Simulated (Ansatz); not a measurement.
**BeS (zincblende) under strain**

Zincblende BeS, relaxed with r2SCAN in Ansatz. It is cubic, F-43m (No. 216); a = 4.869 Å in the conventional setting, 14.43 Å³ an atom. Be has 4 S at 2.11 Å; S has 4 Be at 2.11 Å.

The axes x, y and z are those of this cell:
```
CELL_PARAMETERS angstrom
0.00000 2.43431 2.43431
2.43431 0.00000 2.43431
2.43431 2.43431 0.00000
ATOMIC_POSITIONS crystal
Be 0.00000 0.00000 0.00000
S 0.25000 0.25000 0.25000
```

Unstrained: PBE gives an indirect gap of 3.135 eV, from Γ to X; the least direct gap is 5.617 eV at Γ–K (0.10 of the way from Γ). The r2SCAN gap is indirect, 3.589 eV (Γ to X), below the direct gap of 6.234 eV at Γ. The HSE06 gap is indirect, 4.085 eV (Γ to X), below the direct gap of 6.804 eV at Γ–K (0.10 of the way from Γ). Meshes: PBE 10×10×10, r2SCAN 10×10×10, HSE06 6×6×6. Strains are changes of length per length. After each strain the atoms were relaxed again with r2SCAN within the symmetry that the strain leaves, so tilts or polar shifts that break it weren't tested; points keep the names that they have in the unstrained zone. (Simulation; spin polarisation is off.)

Changes of the least gap in eV (an overlap counts as a negative gap):
```csv
strain,volume change (%),space group,PBE,r2SCAN,HSE06,G0W0@PBE (mesh),"energy rise, r2SCAN (meV/atom)"
isotropic +5.0 % on every length,+15.8,F-43m,+0.270,+0.269,+0.274,+0.28,86.3
"epitaxial +4.0 % in the plane normal to [111], free normal strain -1.40 %",+6.6,R3m,-0.089,-0.104,-0.090,-0.09,31.3
uniaxial -1.0 % along z,-1.0,I-4m2,-0.108,-0.112,-0.112,-0.11,0.7
isotropic -1.0 % on every length,-3.0,F-43m,-0.068,-0.068,-0.070,-0.08,4.1
uniaxial -2.5 % along x,-2.5,I-4m2,-0.273,-0.282,-0.282,-0.28,4.7
```
Unstrained, G0W0@PBE with 120 empty bands, a screening cutoff of 150 eV and a 6×6×6 mesh gives 4.45 eV on its mesh; the band count follows the volume. The G0W0 figures hold for the stated bands, cutoff and mesh and aren't extrapolated.

Isotropic +5.0 % on every length. HSE06: the gap goes from 4.085 to 4.359 eV (+0.274 eV). Stress change with r2SCAN, compression positive: xx -10.82, yy -10.82, zz -10.82 GPa. For HSE06, dE_g/d ln V = 1.9 eV over this step.

Epitaxial +4.0 % in the plane normal to [111], free normal strain -1.40 %. HSE06: the gap goes from 4.085 to 3.995 eV (-0.090 eV); with r2SCAN the top three valence levels at Γ, degenerate before, become 1+2 from the top over 287 meV. Stress change with r2SCAN, compression positive: xx -5.39, yy -5.39, zz -5.39, xy +2.69, xz +2.69, yz +2.69 GPa.

Uniaxial -1.0 % along z, other directions held. HSE06: the gap goes from 4.085 to 3.973 eV (-0.112 eV); with r2SCAN the top three valence levels at Γ, degenerate before, become 1+2 from the top over 55 meV. Stress change with r2SCAN, compression positive: xx +0.66, yy +0.66, zz +1.67 GPa.

Isotropic -1.0 % on every length. HSE06: the gap goes from 4.085 to 4.015 eV (-0.070 eV). Stress change with r2SCAN, compression positive: xx +3.11, yy +3.11, zz +3.11 GPa. For HSE06, dE_g/d ln V = 2.3 eV over this step.

Uniaxial -2.5 % along x, other directions held. HSE06: the gap goes from 4.085 to 3.803 eV (-0.282 eV); with r2SCAN the top three valence levels at Γ, degenerate before, become 1+2 from the top over 136 meV. Stress change with r2SCAN, compression positive: xx +4.23, yy +1.75, zz +1.75 GPa.

The meshes of the hybrids are coarse, so their gaps aren't converged to the digits shown.

The splittings at Γ are without spin-orbit coupling, which regroups them where it is of like size or larger.
